**Q:** We grow wurtzite CdS on substrates that do not quite match it. Can I tell from the mismatch alone whether the gap widens or narrows?

**A:** Only if you keep two things apart that a mismatched film changes together: its volume and its shape. The r2SCAN calculations below strain one starting cell, itself relaxed with r2SCAN, in several ways. Hydrostatic strain changes every edge by the same percentage. Epitaxial strain fixes the two sides in the plane and lets the thickness adjust, as in your film. Biaxial strain changes the sides but holds the thickness, and uniaxial strain does the reverse.

Wurtzite CdS (P6_3mc, 4 atoms per cell, unstrained a = 4.165 Å, c = 6.766 Å) under strain, computed with Ansatz 0.2.0 using r2SCAN, plane-wave PAW, a 500 eV cutoff, a 12×12×4 k mesh and no spin polarisation. Strain is given per length, with atoms relaxed in each strained cell. Gap changes are relative to the unstrained cell, which was relaxed with r2SCAN.

| strain kind | strain (%) | band gap (eV) | band gap change (eV) |
| --- | --- | --- | --- |
| biaxial xy | -1.26 | 1.668 | 0.035 |
| epitaxial xy | -5 | 1.423 | -0.209 |
| epitaxial xy | -0.5 | 1.626 | -0.006 |
| epitaxial xy | 1.5 | 1.592 | -0.041 |
| epitaxial xy | 3 | 1.520 | -0.113 |
| epitaxial xy | 5 | 1.440 | -0.192 |
| hydrostatic | -5.28 | 2.008 | 0.376 |
| hydrostatic | -4 | 1.921 | 0.289 |
| hydrostatic | -3 | 1.851 | 0.218 |
| hydrostatic | -2 | 1.779 | 0.147 |
| hydrostatic | -1.5 | 1.743 | 0.110 |
| hydrostatic | -1 | 1.706 | 0.074 |
| hydrostatic | 0.5 | 1.595 | -0.037 |
| hydrostatic | 1 | 1.558 | -0.074 |
| hydrostatic | 2 | ? | ? |
| hydrostatic | 3 | ? | ? |
| hydrostatic | 4 | ? | ? |
| uniaxial z | 0.5 | ? | ? |

**Q:** The absolute gaps look far too small for CdS.

**A:** They are. The unstrained cell has a gap of 1.63 eV, while the measured one is roughly 2.5 eV, a familiar shortfall of this kind of functional. I therefore use only the column "band gap change", which is counted from that unstrained cell.

**Q:** Then start with volume. What does squeezing evenly do?

**A:** It widens the gap in every compressed hydrostatic row, by about 0.074 eV per 1 % of length near zero strain. The reason is standard bonding theory. The lowest empty state is an antibonding combination of s orbitals on cadmium and sulfur, and shorter bonds push it up relative to the filled sulfur p states. Expansion lets it sink again.

At strong compression the slope weakens to 0.068 eV per 1 %. Those rows describe wurtzite held in place by the calculation: real CdS turns into the rock-salt structure at a few gigapascals.

**Q:** My film at −0.5 % is also squeezed. Why does its gap not widen?

**A:** Because its shape changes too. The sides shrink by 0.5 %, but the film grows thicker by about 0.46 %, so the volume falls only a little. That loss of volume should widen the gap by 0.013 eV. The calculation gives a narrowing of 0.006 eV, so the change of shape must contribute about −0.019 eV.

**Q:** How can shape alone move a gap?

**A:** In good part by splitting the top of the filled states, though the empty level may move as well. Picture the sulfur p orbitals there, all in phase from cell to cell. A lobe lying in the plane then meets a lobe of opposite sign on the next sulfur atom, which costs energy, and the cost grows when the sides shrink. The in-plane pair $p_x, p_y$ should then rise, while $p_z$, which points along the thickness, falls behind. This sketch counts only the neighbours in the plane; the sulfur atoms of the next layers and the cadmium atoms matter too, so it suggests the direction without proving it.

The gap is measured from whichever filled level is highest. Under in-plane compression that should be the $p_x, p_y$ pair, and its rise narrows the gap. This is the accepted picture for wurtzite crystals. The orbital character of the levels is not available here, so the numbers show the effect of shape but do not identify the orbitals.

**Q:** Can you turn that into something I can calculate?

**A:** Yes, by adding a volume part and a shape part:

$$\Delta E_g = a\,v + b\,v^2 + c\,v^3 + D\,s$$

Here $\Delta E_g$ is the band gap change and $v$ is the even strain, in per cent of length, that would give the same volume. The shape strain $s$ is 100 times the logarithmic change of thickness over side length. A least-squares fit gives $a=-0.074$ and $D=-0.021$ eV per 1 %. The coefficients $b$ and $c$ only bend the curve and trade against each other, so I give them no physical meaning.

**Q:** Which rows went into the fit?

**A:** The eight hydrostatic rows with known results, the biaxial row and the epitaxial row at −0.5 %. The shape coefficient $D$ therefore rests on just two rows. I left out epitaxial tension because $p_z$ should take over as the highest filled level there. I also left out −5 %, where the shape changes by nearly 10 %, too much for a term proportional to $s$.

**Q:** Now use it. What happens if I stretch only the thickness by 0.5 %, with the sides held?

**A:** The volume grows by 0.5 %, which equals an even strain of $0.5/3 = 0.167$ %. The volume part is $-0.0739 \times 0.167 = -0.012$ eV. The shape strain is 0.5 %, and its part is $-0.0208 \times 0.5 = -0.010$ eV. Together they give −0.023 eV before the parts are rounded, and I allow ±0.003 eV.

Volume alone would give only about half of this. Here the two parts pull the same way, whereas in your film at −0.5 % they oppose each other.

**Q:** And if the crystal expands evenly by 2, 3 and 4 %?

**A:** Then only the volume part acts. The forecasts are −0.148 ± 0.003, −0.222 ± 0.007 and −0.294 ± 0.012 eV. The known rows end at +1 %, so these are extrapolations, and the range widens with distance.

The main doubt is how the slope continues. A parabola, without the term in $v^3$, keeps steepening and reaches −0.307 eV at +4 %. I prefer the cubic form because the slope already levels off near zero strain, and because orbital overlaps fade as atoms move apart. The ranges are my judgement, guided by the distance between the two curves.

**Q:** Let us see the computed values.

The withheld rows as computed:

| strain kind | strain (%) | band gap (eV) | band gap change (eV) |
| --- | --- | --- | --- |
| hydrostatic | 2 | 1.483 | -0.149 |
| hydrostatic | 3 | 1.408 | -0.224 |
| hydrostatic | 4 | 1.334 | -0.298 |
| uniaxial z | 0.5 | 1.610 | -0.022 |

**A:** All four lie within the stated ranges. The stretched thickness gives −0.022 eV, 1 meV from the forecast and well away from the −0.012 eV of volume alone. That supports adding the two parts at small strain. It does not prove which orbitals are responsible, since a change of shape may also move the empty s level.

**Q:** And the expanded cells?

**A:** There the gap falls slightly more than I forecast, by 1, 2 and 4 meV. The cubic curve flattened a little too early. The parabola errs the other way and misses by more in each of the three rows. From +3 to +4 % the gap loses another 0.074 eV, the same slope as near zero, after 0.075 eV per 1 % between +1 and +3 %, so the steepening seen on the compressed side all but stops.

**Q:** So I can use your formula for any film?

**A:** No. Take the film stretched by 5 % in the plane. Its volume part is −0.113 eV, yet its gap falls by 0.192 eV. The fitted formula would make the flattened shape widen the gap, and it ends at +0.096 eV, which has the wrong sign.

The picture of split levels offers a likely reason. Flattening the cell lowers $p_x, p_y$ and raises $p_z$. Once $p_z$ is on top, further flattening narrows the gap instead of widening it. Such a change of the highest level would account for the failure under tension. At +1.5 % the part left for shape is already −0.003 eV where the formula gives about +0.06 eV, so on this picture the change lies between 0 and +1.5 %; no row fixes it more closely.

**Q:** Would a real film change over at the same strain?

**A:** Perhaps close to it, but less abruptly. Spin-orbit coupling is missing from the calculation, and in CdS it splits these filled levels by very roughly 0.06 eV. It also mixes $p_z$ with the in-plane pair. Beyond the crossing, the highest level should therefore be a mixture that approaches pure $p_z$ only gradually, and the gap should bend less sharply. In the simplest model of this coupling, the crossing itself stays at the same strain.

**Q:** What about strong in-plane compression?

**A:** There the formula has the right sign but far too small a size. At −5 % the gap falls by 0.209 eV, while the formula gives about −0.06 eV for the computed thickening of 4.7 %. The response to shape has clearly become much stronger than at small strain. With the volume part taken off, each 1 % of shape strain costs 0.019 eV in the uniaxial row, 0.020 eV at epitaxial −0.5 %, 0.021 eV in the biaxial row and 0.036 eV at −5 %. The slight growth among the small strains hints at a smooth bend that a term proportional to $s$ cannot follow, and no change of state need be involved. No row lies in between to confirm this, and I have no tested cause for the bend.

**Q:** How would zinc-blende CdS, the cubic form, compare?

**A:** Even compression should widen its gap for the same reason. Its three p levels, however, start out equal by symmetry when spin-orbit coupling is ignored. Stretching or flattening the cube along an edge then lifts one or two of them at once, so a change of shape tends to narrow the gap in either direction from the very start. In wurtzite the levels are already split, and flattening must first undo that splitting.

**Q:** And what should I take to the growth line?

**A:** Do not read a gap shift in a strained film as a measure of its volume. In all five epitaxial rows the gap narrows, whether the film is squeezed or stretched in the plane. Measure the thickness strain as well as the side lengths, and work out the volume and shape parts separately. For small in-plane compression the formula is a fair guide to this calculation; under in-plane tension, use the computed rows themselves. None of them lies between 0 and +1.5 %, where the picture of split levels would allow a slight widening before the gap narrows.
